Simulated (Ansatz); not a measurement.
The system is Pt.

```
Pt
1.0
     0.00000    1.96090    1.96090
     1.96090    0.00000    1.96090
     1.96090    1.96090    0.00000
Pt
1
Direct
  0.00000 0.00000 0.00000
```

```yaml
Program: Ansatz 0.2.0
Task: relaxation of cell and atoms
Functional: PBEsol
Dispersion: D3(BJ)
Potentials_or_basis: Ansatz PAW
Cutoff: "420 eV (not typed: the program's choice for these potentials)"
k_mesh: 12 × 12 × 12
Occupations: fermi-dirac, width 0.05 eV
Spin: no spin polarisation
```

At the start: volume 15.08 Å³/atom.

How do energy, volume and symmetry change on relaxing?

It ends after 5 steps and the volume is 14.63 Å³/atom (-3.0 %); space group Fm-3m (No. 225, to 0.05 Å).

Step by step:
```
step  energy change (eV)  largest force (eV/Å)  volume (Å³)
   1              0.0000                0.0000        15.08
   2             -0.0124                0.0000        14.69
   3             -0.0126                0.0000        14.63
   4             -0.0126                0.0000        14.63
   5             -0.0124                0.0000        14.63
```

Final structure:
```xyz
1
Lattice="0.0000 1.9414 1.9414 1.9414 0.0000 1.9414 1.9414 1.9414 0.0000" Properties=species:S:1:pos:R:3 pbc="T T T"
Pt    0.0000    0.0000    0.0000
```

Caveat: the plane-wave basis is chosen anew once the cell has moved, so the energies of steps on either side of that aren't comparable; the PAW data sets come from PBE, with cores solved anew for the run's functional, which leaves a small shift of forces and pressure.
